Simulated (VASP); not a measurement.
# K in VASP: further runs, part 2 of 2

VASP 6.6.1. Earlier steps stand in the parts before.

**4. Relaxation of the atoms, PBE**

Contents of INCAR:

```
SYSTEM = K
  PREC = Accurate
  ENCUT = 520
  EDIFF = 1E-6
  ISMEAR = -1
  SIGMA = 0.05
  LREAL = .FALSE.
  LASPH = .TRUE.
  NELM = 100
  ALGO = Normal
  ISIF = 2
  LWAVE = .FALSE.
  LCHARG = .FALSE.
  LDIPOL = .TRUE.
  IDIPOL = 3
  DIPOL = 0.5 0.5 0.500
  GGA = PE
  IBRION = 2
  NSW = 60
  EDIFFG = -0.01
```

Contents of KPOINTS:

```
regular mesh
0
G
  5 5 1
  0 0 0
```

Contents of POSCAR:

```
K
1.0
    4.7864284507      0.0000000000      0.0000000000
   -2.3932142254      4.1451686318      0.0000000000
    0.0000000000      0.0000000000     30.5168343227
K
5
Selective dynamics
Direct
    0.0000000000      0.0000000000      0.2457659900  F F F
    0.6666666667      0.3333333333      0.3728519591  F F F
    0.3333333333      0.6666666667      0.4999379282  T T T
    0.6666666667      0.3333333333      0.6271480409  T T T
    0.3333333333      0.6666666667      0.7542340100  T T T
```

Potentials or basis: VASP PAW PBE potentials, release 64 (K_sv).

Launch:

```console
$ cat potpaw_PBE.64/K_sv/POTCAR > POTCAR
$ mpirun -np 1 vasp_std > vasp.out
```

OUTCAR:

```text
SYSTEM = K
   PREC = Accurate
   ENCUT = 520
   EDIFF = 1E-6
   ISMEAR = -1
   LREAL = .FALSE.
   LASPH = .TRUE.
   NELM = 100
   ISIF = 2
   GGA = PE
   IBRION = 2
   NSW = 60
   EDIFFG = -0.01

 ion  position               nearest neighbor table
   1  0.000  0.000  0.246-
   2  0.667  0.333  0.373-
   3  0.333  0.667  0.500-
   4  0.667  0.333  0.627-
   5  0.333  0.667  0.754-

  LATTYP: Found a hexagonal cell.
 ALAT       =     4.7864284507
 C/A-ratio  =     6.3757005118

  Lattice vectors:

 A1 = (   4.7864284507,   0.0000000000,   0.0000000000)
 A2 = (  -2.3932142254,   4.1451686318,   0.0000000000)
[... 385 lines left out ...]
  ---------------------------------------------------
  free energy    TOTEN  =        -5.05917637 eV

  energy without entropy =       -5.03132810  energy(sigma->0) =       -5.04525223

 E-fermi :  -0.8897     XC(G=0):  -3.9262

 val. band max:       -1.1439560594   @ k =   0.0000   0.0000   0.0000
 cond. band min:      -0.8824374229   @ k =   0.4000   0.0000   0.0000
 fundamental gap:      0.2615186365
 Fermi energy:        -0.8897217317

 k-point     1 :       0.0000    0.0000    0.0000
  band No.  band energies     occupation
      1     -33.2282      2.00000
      2     -33.2272      2.00000
      3     -33.1173      2.00000
      4     -33.1151      2.00000
      5     -33.1126      2.00000
      6     -16.7297      2.00000
[... 139 lines left out ...]
     26       0.0939      0.00000
     27       0.4133      0.00000

------------------------ aborting loop because EDIFF is reached ----------------------------------------

 vacuum level on the upper side and lower side of the slab       (xc-potential included)        -0.270        -0.282

  FORCE on cell =-STRESS in cart. coord.  units (eV):
  Direction    XX          YY          ZZ          XY          YZ          ZX
  --------------------------------------------------------------------------------------
  -------------------------------------------------------------------------------------
  Total       -0.4410035     -0.4410035     -0.3348945      0.0000000      0.0000000      0.0000000
  in kB       -1.1669691     -1.1669691     -0.8861869      0.0000000      0.0000000      0.0000000
  external PRESSURE =      -1.0733750 kB  Pullay stress =       0.0000000 kB
[... 20 lines left out ...]
  FREE ENERGIE OF THE ION-ELECTRON SYSTEM (eV)
  ---------------------------------------------------
  free  energy   TOTEN  =        -5.0591763668 eV

  energy  without entropy=       -5.0313280962  energy(sigma->0) =       -5.04525223

 reached required accuracy - stopping structural energy minimisation

 vacuum level on the upper side and lower side of the slab         1.128         1.125
```

CONTCAR:

```text
K
   1.00000000000000
     4.7864284506999999    0.0000000000000000    0.0000000000000000
    -2.3932142254000000    4.1451686317999998    0.0000000000000000
     0.0000000000000000    0.0000000000000000   30.5168343226999994
  K
     5
Selective dynamics
Direct
     0.0000000000000000    0.0000000000000000    0.2457659900000024   F   F   F
     0.6666666667000030    0.3333333332999970    0.3728519590999966   F   F   F
     0.3333333332999970    0.6666666667000030    0.5004667233259510   T   T   T
     0.6666666667000030    0.3333333332999970    0.6286072648349422   T   T   T
     0.3333333332999970    0.6666666667000030    0.7508119063688613   T   T   T

  0.00000000E+00  0.00000000E+00  0.00000000E+00
  0.00000000E+00  0.00000000E+00  0.00000000E+00
  0.00000000E+00  0.00000000E+00  0.00000000E+00
  0.00000000E+00  0.00000000E+00  0.00000000E+00
  0.00000000E+00  0.00000000E+00  0.00000000E+00
```

Wall time 8.9 min (1 thread of Intel Xeon Platinum 8488C (Sapphire Rapids), shared host); peak memory 0.69 GiB.

What came out:

```
Free energy               : -5.0592 eV
Energy gained by relaxing : 0.6 meV/atom
Ionic steps               : 10
Band gap on the k mesh    : none (metal or under the smearing width)
```

The path:
```csv
step,energy change (eV),largest force (eV/Å),pressure (GPa)
1,0.0000,0.0421,-0.12
2,-0.0001,0.0421,-0.12
3,-0.0005,0.0421,-0.12
4,-0.0012,0.0418,-0.12
5,-0.0021,0.0417,-0.11
6,-0.0026,0.0413,-0.11
7,-0.0027,0.0415,-0.11
8,-0.0027,0.0415,-0.11
9,-0.0028,0.0415,-0.11
10,-0.0031,0.0414,-0.11
```

Final structure:
```xyz
5
Lattice="4.7864 0.0000 0.0000 -2.3932 4.1452 0.0000 0.0000 0.0000 30.5168" Properties=species:S:1:pos:R:3 pbc="T T T"
K     0.0000    0.0000    7.5000
K     2.3932    1.3817   11.3783
K     0.0000    2.7634   15.2727
K     2.3932    1.3817   19.1831
K     0.0000    2.7634   22.9124
```

Levels at points of the mesh, in eV from the Fermi level:
| k point | band 21 | band 22 | band 23 | band 24 | band 25 | band 26 |
| --- | --- | --- | --- | --- | --- | --- |
| (0.00, 0.00, 0.00) | -2.08 | -1.83 | -1.43 | -0.89 | -0.25 | 0.54 |

**5. The runs side by side**

| task | potentials or basis | cell | cutoff (eV) | atoms held fixed (from 0) | gap on the mesh (eV) | largest force (eV/Å) | work function (eV) |
| --- | --- | --- | --- | --- | --- | --- | --- |
| single point | VASP PAW PBE potentials, release 54 (K_sv) | as given | 600 | - | none | 0.04 | 2.28 |
| single point | VASP PAW PBE potentials, release 54 (K_pv) | as given | 600 | - | none | 0.04 | 2.28 |
| relaxation of the atoms | VASP PAW PBE potentials, release 64 (K_sv) | atoms relaxed | 520 | [0, 1] | none | - | - |

Alike in all rows: level PBE; no spin polarisation; k mesh 5 × 5 × 1; smearing fermi-dirac 0.05 eV.

Total energies depend on the potentials used, so only differences within one code and one set of settings carry meaning.
